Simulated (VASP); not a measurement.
# HfN: restarted molecular dynamics, 2 variants

HfN, P6_3/mmc (no. 194), 8 atoms in the cell. PBE, molecular dynamics; PAW potentials Hf, N (PBE set).

| Restart from | Temperature at the end (K) | The same without a restart (K) | Potential energy at the end (eV/atom) | The same without a restart (eV/atom) | Electronic steps in the first step after the restart | Time (s) |
|---|---|---|---|---|---|---|
| CONTCAR with velocities, WAVECAR read | 516.0 | 516.0 | -10.80567 | -10.80567 | 4 | 143 |
| CONTCAR with velocities, no WAVECAR | 516.0 | 516.0 | -10.80567 | -10.80567 | 16 | 154 |

Limits: 60 fs of 8 atoms are too short for converged averages; the cell is only 3.1 Å across, so each atom moves in step with near copies of itself.

## Input of the first row

INCAR.step1:
```
GGA = PE
PREC = Normal
ENCUT = 400
EDIFF = 1E-6
NELMIN = 4
NELM = 60
ALGO = Fast
LREAL = Auto
LASPH = T
ISMEAR = -1
SIGMA = 0.05
ISYM = 0
LWAVE = T
LCHARG = F
IBRION = 0
NSW = 30
POTIM = 1.0
TEBEG = 600
ISIF = 2
RANDOM_SEED = 714258 0 0
MDALGO = 2
SMASS = 0
KPAR = 2
```

INCAR.step2, as INCAR.step1 but for:
```
- LWAVE = T
+ LWAVE = F
```

KPOINTS:
```
k-points
0
Monkhorst-Pack
  4 2 2
```

POSCAR.step1:
```
HfN
1.0
    3.1339080219      0.0000000000      0.0000000000
    0.0000000000      5.4280879202      0.0000000000
    0.0000000000      0.0000000000      5.4167677200
Hf N
4 4
Direct
    0.0000000000      0.3333333334      0.2500000000
    0.4999999999      0.8333333333      0.2500000000
    0.5000000000      0.1666666666      0.7500000000
    0.0000000001      0.6666666666      0.7500000000
    0.0000000000      0.0000000000      0.5000000000
    0.5000000000      0.5000000000      0.5000000000
    0.0000000000      0.0000000000      0.0000000000
    0.5000000000      0.5000000000      0.0000000000
```

Commands (each step's output is kept before the next begins):
```
cat potpaw_PBE.64/Hf/POTCAR potpaw_PBE.64/N/POTCAR > POTCAR
cp INCAR.step1 INCAR
cp POSCAR.step1 POSCAR
mpirun -np 2 vasp_std > vasp.out
cp CONTCAR POSCAR
cp INCAR.step2 INCAR
mpirun -np 2 vasp_std > vasp.out
```

Changes of the last row against the first:
```
(step 1)
- LWAVE = True
+ LWAVE = False
```

VASP 6.6.1 took 143 s on 2 cores (Intel Xeon Platinum 8375C @ 2.90GHz (Ice Lake)), a shared host.
